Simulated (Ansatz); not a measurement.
# CdTe (110): surface energy and levels

This session takes CdTe and sets out to compute energy, relaxation and work function or band edges of the (110) face.

The COD entry's cell or inner coordinates are ideal or old and differ from later refinements, so a difference from it is no clean test against experiment.

Method: DFT LDA, scalar-relativistic, plane waves, PAW, in Ansatz 0.2.0.

1 further run of the same task is left out (set aside as unsound or not needed).

### 1 The starting structure

It takes space group F-43m (No. 216, cubic). Conventional cell: a = 6.410 Å, b = 6.410 Å, c = 6.410 Å, α = 90.00°, β = 90.00°, γ = 90.00°. Around Cd (site symmetry -43m) lie 4 Te at 2.78 Å. Te (site symmetry -43m) has 4 Cd at 2.78 Å as nearest neighbours.

Structure file:

```
Cd Te
1.0
     0.00000    3.20500    3.20500
     3.20500    0.00000    3.20500
     3.20500    3.20500    0.00000
Cd Te
1 1
Direct
  0.00000 0.00000 0.00000
  0.25000 0.25000 0.25000
```

This cell was relaxed beforehand with the same method: volume 32.92 Å³/atom, gap on the mesh 0.61 eV.

### 2 Band edges and mean potential of the bulk

Contents of input.yaml:

```yaml
crystal:
  lattice:
    - [0.0, 3.205, 3.205]
    - [3.205, 0.0, 3.205]
    - [3.205, 3.205, 0.0]
  atoms:
    - { symbol: Cd, position: [0.0, 0.0, 0.0] }
    - { symbol: Te, position: [0.25, 0.25, 0.25] }
basis:
  ecutwfc: 420
kpoints:
  mp_grid: { grid: [8, 8, 8] }
  band_path: { path: [VBM, CBM], npoints: 2 }
hamiltonian:
  xc: lda
scf:
  occupations: { method: gaussian, width: 0.02 }
output:
  forces: true
  stress: true
  eigenvalues: true
```

Launch:

```bash
> ansatz run input.yaml --threads 2 --pin off --max-ram 5120MiB --backend cpu --events-out ev --progress --plain --runs-dir out
```

The program printed, cut to the lines that bear on the results:

```text
Warning: RAYON_NUM_THREADS=2 ignored (pool sized by the plan → 2); use --threads N
[...]
Pseudopotentials: kind: paw
Pseudopotential: Cd, paw, valence charge 20, recommended cutoff 420 eV (normal), Cd.paw.azcp
Pseudopotential: Te, paw, valence charge 16, recommended cutoff 420 eV (normal), Te.paw.azcp
Functional definition: SPW92
[...]
Crystal: 2 atoms, lattice volume = 65.844 Å³
Basis set: ecut = 420 eV, 1243 PW (Γ)
Bands: 22, of which v1, the nominal top of the filled ones, is band 18 counted from 1 (17 counted from 0)
Symmetry: 24 space group operations
Space group: F-43m (ITA 216), of the structure as read, at distance tolerance 4.0e-5 Å
k-points: 29 of 512 (time reversal used)
[...]
NSCF: frozen V_eff on 9 k-points
NSCF: frozen V_eff on 2 k-points
NSCF: frozen V_eff on 2 k-points
NSCF: frozen V_eff on 2 k-points
NSCF: frozen V_eff on 2 k-points
NSCF: frozen V_eff on 2 k-points
NSCF: frozen V_eff on 2 k-points
NSCF: frozen V_eff on 3 k-points
SCF converged after 6 iterations
Free energy (F): -14945.810887 eV
[...]
E sigma→0 (E₀):  -14945.810887 eV
Fermi energy:    7.923194 eV
[...]
--- Forces (eV/Å), atoms counted from 1 ---
  atom   1  Cd     0.00000000    -0.00000000    -0.00000000
  atom   2  Te    -0.00000000     0.00000000     0.00000000
[...]
--- Stress (GPa, compression-positive) ---
       -0.028599      -0.000000      -0.000000
        0.000000      -0.028599       0.000000
       -0.000000       0.000000      -0.028599
  P = ⅓ Tr σ = -0.0286 GPa (-0.286 kbar)
--- Band table (eV; the first three rows and the last of 29) ---
[... band rows left out ...]
[...]
```

It took 4.2 s on 2 threads of Arm Neoverse V1, shared host; peak memory 0.35 GiB.

This run fixes the bulk's energy and where its band edges lie against its mean electrostatic potential. Its energy with the smearing taken to zero: -7472.9054 eV/atom.

### 3 The (110) slab

Planes are indexed in the bulk's conventional cell (F-43m (No. 216)), a = 6.410 Å, b = 6.410 Å, c = 6.410 Å, α = 90.00°, β = 90.00°, γ = 90.00°.

Cut from the relaxed bulk: a (110) slab, 11.3 Å thick as cut, with 15 Å of vacuum; its outer planes are CdTe (top) and CdTe (bottom).

The slab as cut. Layers, bottom to top:

```
plane  atoms per cell  height over the lowest (Å)
    1            CdTe                        0.00
    2            CdTe                        2.27
    3            CdTe                        4.53
    4            CdTe                        6.80
    5            CdTe                        9.07
    6            CdTe                       11.33
```

[end of part 1 of 3]
